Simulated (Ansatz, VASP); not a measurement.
**One calculation of InAs, two programs**

Contents of POSCAR:

```
InAs
1.0
    0.0000000000      2.5030314181      2.5030314181
    2.5030314181      0.0000000000      2.5030314181
    2.5030314181      2.5030314181      0.0000000000
In As
1 1
Direct
    0.0000000000      0.0000000000      0.0000000000
    0.2500000000      0.2500000000      0.2500000000
```

File INCAR.step1:

```
PREC     = Accurate       # precision mode
ENCUT    = 520            # plane-wave cutoff, eV
ISMEAR   = -1             # smearing method
SIGMA    = 0.1            # smearing width, eV
LREAL    = False          # projectors in reciprocal space
LASPH    = True           # aspherical terms in the spheres
NELM     = 80             # most SCF steps
NBANDS   = 16             # bands
GGA      = PE             # functional
ALGO     = Normal         # electronic algorithm
EDIFF    = 1E-4           # SCF threshold, eV
LWAVE    = True           # write WAVECAR
LCHARG   = False          # write CHGCAR
```

INCAR.step2

```
PREC     = Accurate       # precision mode
ENCUT    = 520            # plane-wave cutoff, eV
EDIFF    = 1E-6           # SCF threshold, eV
ISMEAR   = -1             # smearing method
SIGMA    = 0.1            # smearing width, eV
LREAL    = False          # projectors in reciprocal space
LASPH    = True           # aspherical terms in the spheres
NELM     = 80             # most SCF steps
ALGO     = Normal         # electronic algorithm
ISIF     = 2              # what is computed and relaxed
LWAVE    = False          # write WAVECAR
LCHARG   = True           # write CHGCAR
METAGGA  = R2SCAN         # meta-GGA
LMIXTAU  = True         
LELF     = True           # ELF
LVHAR    = True         
NBANDS   = 16             # bands
ISTART   = 1
```

The input KPOINTS:

```
Automatic mesh
0
Gamma
  11 11 11
```

Input for Ansatz:

```yaml
crystal:
  lattice:
    - [0.0, 2.5030314181, 2.5030314181]
    - [2.5030314181, 0.0, 2.5030314181]
    - [2.5030314181, 2.5030314181, 0.0]
  atoms:
    - { symbol: In, position: [0.0, 0.0, 0.0] }
    - { symbol: As, position: [0.25, 0.25, 0.25] }
kpoints:
  mp_grid: { grid: [11, 11, 11] }
scf:
  occupations: { method: fermi_dirac, width: 0.1 }
hamiltonian:
  xc: r2scan
  pseudopotentials: { kind: paw }
output:
  forces: true
  stress: true
  eigenvalues: true
basis:
  ecutwfc: 1000
```

Change from the starting cell: volume scaled by 0.55, PAW files, ecut 1000.

Alike in both runs: task single point; functional r2SCAN; k mesh 11 × 11 × 11; occupations fermi-dirac, width 0.1 eV; no spin polarisation.

```csv
,VASP,Ansatz
version,VASP 6.6.1,Ansatz 0.2.0
potentials or method,"VASP PAW PBE potentials, release 64 (In_d, As)","PAW with Ansatz's default frozen-core files, scalar-relativistic"
plane-wave cutoff (eV),520,1000
valence electrons in the cell,18,28
```

VASP gave:

```
pressure (GPa) : 133.1
```

Question: Which values does Ansatz return?

Answer: Pressure (GPa): 132.3.

The functional is the same, so the differences come from potentials, cutoffs and numerics. The two sets of potentials don't hold the same shells in valence.

Caveats: the cell as given lies far from equilibrium; so large a pressure means that the cell lies far from this level's equilibrium, or that cutoff or potentials fall short (VASP); the potentials were made for another functional, which shifts forces and pressure (VASP); spin-orbit coupling is left out, which moves the levels of the heavy elements; an odd mesh through Γ misses points on the zone boundary, where band edges often lie.
